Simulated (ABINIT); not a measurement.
# Au (Im-3m) in ABINIT: equation of state

Aim: energy against volume of Au in PBE, for its equilibrium volume and stiffness.

Program: ABINIT 10.8.3 (patched build). These are calculated values, not measurements. Logs are shortened: lines on timing, memory, paths and dates and some standing lists are left out, and cuts for length are marked. The log counts tension as positive stress, the text compression.

## 1. The crystal as given

It takes space group Im-3m (No. 229, cubic). Conventional cell: a = 3.315 Å, b = 3.315 Å, c = 3.315 Å, α = 90.00°, β = 90.00°, γ = 90.00°. Around Au (site symmetry m-3m) lie 8 Au at 2.87 Å.

This isn't the form of Au at room conditions, which is fcc.

## 2. Equation of state, PBE

The input, run.abi:

```
# Datasets: one volume each
ndtset 7
getwfk -1
scalecart1 3*0.9795861087
scalecart2 3*0.9864848297
scalecart3 3*0.9932883884
scalecart4 3*1.0000000000
scalecart5 3*1.0066227096
scalecart6 3*1.0131594038
scalecart7 3*1.0196128224

# Pseudopotentials
pp_dirpath "./"
pseudos "Au.GGA_PBE-JTH.xml"

# Structure
acell 5.4244099154 5.4244099154 5.4244099154
rprim
    -0.5773502692     0.5773502692     0.5773502692
     0.5773502692    -0.5773502692     0.5773502692
     0.5773502692     0.5773502692    -0.5773502692
ntypat 1
znucl 79
natom 1
typat 1
xred
     0.0000000000     0.0000000000     0.0000000000

# Plane-wave basis
ecut 544.227725 eV
pawecutdg 40.0

# k points
kptopt 1
ngkpt 11 11 11
nshiftk 1
shiftk 0.0 0.0 0.0

# Exchange and correlation
ixc 11

# Bands and occupations
nband 10
occopt 3
tsmear 0.05 eV

# SCF cycle
nstep 100
tolvrs 1.0e-9

# Output
iomode 3
prtwf 1
prtden 0
prteig 0
prtebands 0
enunit 1
```

Potentials or basis: JTH PAW PBE v2.0.

Started as:

```console
$ abinit run.abi > log 2>&1
```

run.abo:

```text
.Version 10.8.3 of ABINIT
 DATASET    1 : space group Im -3 m (#229); Bravais cI (body-center cubic)
================================================================================
 Values of the parameters that define the memory need for DATASET  1.
     intxc =       0    ionmov =       0      iscf =      17    lmnmax =      18
     lnmax =       6     mgfft =      24  mpssoang =       3    mqgrid =    3001
     natom =       1  nloc_mem =       2    nspden =       1   nspinor =       1
    nsppol =       1      nsym =      48    n1xccc =       1    ntypat =       1
    occopt =       3   xclevel =       2
       mpw =         502          nfft =       13824          nkpt =          56
 PAW method is used; the additional fine FFT grid is defined by:
   mgfftf=        32    nfftf =     32768
================================================================================
================================================================================
[... 71 lines left out ...]
 DATASET    7 : space group Im -3 m (#229); Bravais cI (body-center cubic)
================================================================================
 Values of the parameters that define the memory need for DATASET  7.
     intxc =       0    ionmov =       0      iscf =      17    lmnmax =      18
     lnmax =       6     mgfft =      24  mpssoang =       3    mqgrid =    3001
     natom =       1  nloc_mem =       2    nspden =       1   nspinor =       1
    nsppol =       1      nsym =      48    n1xccc =       1    ntypat =       1
    occopt =       3   xclevel =       2
       mpw =         571          nfft =       13824          nkpt =          56
 PAW method is used; the additional fine FFT grid is defined by:
   mgfftf=        32    nfftf =     32768
================================================================================
================================================================================

--------------------------------------------------------------------------------
------------- Echo of variables that govern the present computation ------------
--------------------------------------------------------------------------------
 -outvars: echo values of preprocessed input variables --------
            acell      5.4244099154E+00  5.4244099154E+00  5.4244099154E+00 Bohr
              amu      1.96966540E+02
             ecut      2.00000000E+01 Hartree
           enunit           1
           getwfk          -1
                       outvar_i_n : Printing only first  50 k-points.
              ixc          11
           jdtset        1    2    3    4    5    6    7
                       outvar_i_n : Printing only first  50 k-points.
         kptrlatt       11    0    0      0   11    0      0    0   11
          kptrlen1     5.84504426E+01
          kptrlen2     5.88620790E+01
          kptrlen3     5.92680372E+01
          kptrlen4     5.96685091E+01
          kptrlen5     6.00636763E+01
          kptrlen6     6.04537111E+01
          kptrlen7     6.08387769E+01
            natom           1
            nband          10
           ndtset           7
            ngfft          24      24      24
          ngfftdg          32      32      32
             nkpt          56
            nstep         100
             nsym          48
           ntypat           1
                       prtocc : prtvol=0, do not print more k-points.
           occopt           3
        pawecutdg      4.00000000E+01 Hartree
         pawxcdev           0
           prtden           0
        prtebands           0
           prteig           0
            rprim1    -5.6556430356E-01  5.6556430356E-01  5.6556430356E-01
                       5.6556430356E-01 -5.6556430356E-01  5.6556430356E-01
                       5.6556430356E-01  5.6556430356E-01 -5.6556430356E-01
            rprim2    -5.6954728199E-01  5.6954728199E-01  5.6954728199E-01
                       5.6954728199E-01 -5.6954728199E-01  5.6954728199E-01
                       5.6954728199E-01  5.6954728199E-01 -5.6954728199E-01
            rprim3    -5.7347531844E-01  5.7347531844E-01  5.7347531844E-01
                       5.7347531844E-01 -5.7347531844E-01  5.7347531844E-01
                       5.7347531844E-01  5.7347531844E-01 -5.7347531844E-01
            rprim4    -5.7735026920E-01  5.7735026920E-01  5.7735026920E-01
                       5.7735026920E-01 -5.7735026920E-01  5.7735026920E-01
                       5.7735026920E-01  5.7735026920E-01 -5.7735026920E-01
            rprim5    -5.8117389237E-01  5.8117389237E-01  5.8117389237E-01
                       5.8117389237E-01 -5.8117389237E-01  5.8117389237E-01
                       5.8117389237E-01  5.8117389237E-01 -5.8117389237E-01
            rprim6    -5.8494785453E-01  5.8494785453E-01  5.8494785453E-01
                       5.8494785453E-01 -5.8494785453E-01  5.8494785453E-01
                       5.8494785453E-01  5.8494785453E-01 -5.8494785453E-01
            rprim7    -5.8867373749E-01  5.8867373749E-01  5.8867373749E-01
                       5.8867373749E-01 -5.8867373749E-01  5.8867373749E-01
                       5.8867373749E-01  5.8867373749E-01 -5.8867373749E-01
          spgroup         229
           tolvrs      1.00000000E-09
           tsmear      1.83746611E-03 Hartree
            typat      1
           useylm           1
                       outvars : Printing only first  50 k-points.
            znucl       79.00000

================================================================================

 chkinp: Checking input parameters for consistency, jdtset=   1.

 chkinp: Checking input parameters for consistency, jdtset=   2.
[... 35 lines left out ...]
 getcut: wavevector=  0.0000  0.0000  0.0000  ngfft=  24  24  24
         ecut(hartree)=     20.000   => boxcut(ratio)=   2.24355

 getcut : COMMENT -
  Note that boxcut > 2.2 ; recall that boxcut=Gcut(box)/Gcut(sphere) = 2
  is sufficient for exact treatment of convolution.
  Such a large boxcut is a waste : you could raise ecut
  e.g. ecut=   25.167612 Hartrees makes boxcut=2

 Fine grid specifications (used for densities):

 getcut: wavevector=  0.0000  0.0000  0.0000  ngfft=  32  32  32
         ecut(hartree)=     40.000   => boxcut(ratio)=   2.11731

--- Pseudopotential description ------------------------------------------------
- pspini: atom type   1  psp file is ./Au.GGA_PBE-JTH.xml
 Pseudopotential format is: paw10
 basis_size (lnmax)=  6 (lmn_size= 18), orbitals=   0   0   1   1   2   2
 Spheres core radius: rc_sph= 2.50869560
 Shapefunction is SIN type: shapef(r)=[sin(pi*r/rshp)/(pi*r/rshp)]**2
 Radius for shape functions =  2.26305713
 Compensation charge density is not taken into account in XC energy/potential

   3.87212569E+02                                ecore*ucvol(ha*bohr**3)
--------------------------------------------------------------------------------

================================================================================

--- !BeginCycle
iteration_state: {dtset: 1, }
solver: {iscf: 17, nstep: 100, nline: 4, wfoptalg: 10, }
tolerances: {tolvrs: 1.00E-09, }
...
[... 162 lines left out ...]
 getcut: wavevector=  0.0000  0.0000  0.0000  ngfft=  24  24  24
         ecut(hartree)=     20.000   => boxcut(ratio)=   2.22786

 getcut : COMMENT -
  Note that boxcut > 2.2 ; recall that boxcut=Gcut(box)/Gcut(sphere) = 2
  is sufficient for exact treatment of convolution.
  Such a large boxcut is a waste : you could raise ecut
  e.g. ecut=   24.816836 Hartrees makes boxcut=2

 Fine grid specifications (used for densities):

 getcut: wavevector=  0.0000  0.0000  0.0000  ngfft=  32  32  32
         ecut(hartree)=     40.000   => boxcut(ratio)=   2.10250
--------------------------------------------------------------------------------
[... 167 lines left out ...]
 getcut: wavevector=  0.0000  0.0000  0.0000  ngfft=  24  24  24
         ecut(hartree)=     20.000   => boxcut(ratio)=   2.21260

 getcut : COMMENT -
  Note that boxcut > 2.2 ; recall that boxcut=Gcut(box)/Gcut(sphere) = 2
  is sufficient for exact treatment of convolution.
  Such a large boxcut is a waste : you could raise ecut
  e.g. ecut=   24.478033 Hartrees makes boxcut=2

 Fine grid specifications (used for densities):

 getcut: wavevector=  0.0000  0.0000  0.0000  ngfft=  32  32  32
         ecut(hartree)=     40.000   => boxcut(ratio)=   2.08810
--------------------------------------------------------------------------------
[... 831 lines left out ...]
-Cartesian components of stress tensor (GPa)         [Pressure= -7.2471E+00 GPa]
- sigma(1 1)=  7.24710841E+00  sigma(3 2)=  0.00000000E+00
- sigma(2 2)=  7.24710841E+00  sigma(3 1)=  0.00000000E+00
- sigma(3 3)=  7.24710841E+00  sigma(2 1)=  0.00000000E+00

== END DATASET(S) ==============================================================
================================================================================

 -outvars: echo values of variables after computation  --------
            acell      5.4244099154E+00  5.4244099154E+00  5.4244099154E+00 Bohr
           etotal1    -3.4154118115E+01
           etotal2    -3.4154718505E+01
           etotal3    -3.4155030546E+01
           etotal4    -3.4155088737E+01
           etotal5    -3.4154927080E+01
           etotal6    -3.4154575051E+01
           etotal7    -3.4154055770E+01
            fcart1    -0.0000000000E+00 -0.0000000000E+00 -0.0000000000E+00
            fcart2    -0.0000000000E+00 -0.0000000000E+00 -0.0000000000E+00
            fcart3    -0.0000000000E+00 -0.0000000000E+00 -0.0000000000E+00
            fcart4    -0.0000000000E+00 -0.0000000000E+00 -0.0000000000E+00
            fcart5    -0.0000000000E+00 -0.0000000000E+00 -0.0000000000E+00
            fcart6    -0.0000000000E+00 -0.0000000000E+00 -0.0000000000E+00
            fcart7    -0.0000000000E+00 -0.0000000000E+00 -0.0000000000E+00
            rprim1    -5.6556430356E-01  5.6556430356E-01  5.6556430356E-01
                       5.6556430356E-01 -5.6556430356E-01  5.6556430356E-01
                       5.6556430356E-01  5.6556430356E-01 -5.6556430356E-01
[... 17 lines left out ...]
                       5.8867373749E-01  5.8867373749E-01 -5.8867373749E-01
           strten1    -3.0147564492E-04 -3.0147564492E-04 -3.0147564492E-04
                       0.0000000000E+00  0.0000000000E+00  0.0000000000E+00
           strten2    -1.7672001403E-04 -1.7672001403E-04 -1.7672001403E-04
                       0.0000000000E+00  0.0000000000E+00  0.0000000000E+00
           strten3    -6.7536397673E-05 -6.7536397673E-05 -6.7536397673E-05
                       0.0000000000E+00  0.0000000000E+00  0.0000000000E+00
           strten4     2.8409401191E-05  2.8409401191E-05  2.8409401191E-05
                       0.0000000000E+00  0.0000000000E+00  0.0000000000E+00
           strten5     1.1132973383E-04  1.1132973383E-04  1.1132973383E-04
                       0.0000000000E+00  0.0000000000E+00  0.0000000000E+00
           strten6     1.8346924905E-04  1.8346924905E-04  1.8346924905E-04
                       0.0000000000E+00  0.0000000000E+00  0.0000000000E+00
           strten7     2.4632420828E-04  2.4632420828E-04  2.4632420828E-04
                       0.0000000000E+00  0.0000000000E+00  0.0000000000E+00
 Calculation completed.
```

Wall time 60 s (1 thread of Arm Neoverse V2, shared host); peak memory 0.13 GiB.

What came out:

| Quantity | Value |
| --- | --- |
| Equilibrium volume | 18.12 Å³/atom |
| Bulk modulus | 135 GPa |
| Pressure derivative of the bulk modulus | 5.9 |

Energy against volume, from the lowest point:
```tsv
volume (Å³/atom)	energy (meV/atom)
17.115	26.41
17.479	10.07
17.843	1.58
18.207	0.00
18.571	4.40
18.935	13.98
19.299	28.11
```

Caveat: pressures at fixed basis lie under the slope of the energies.
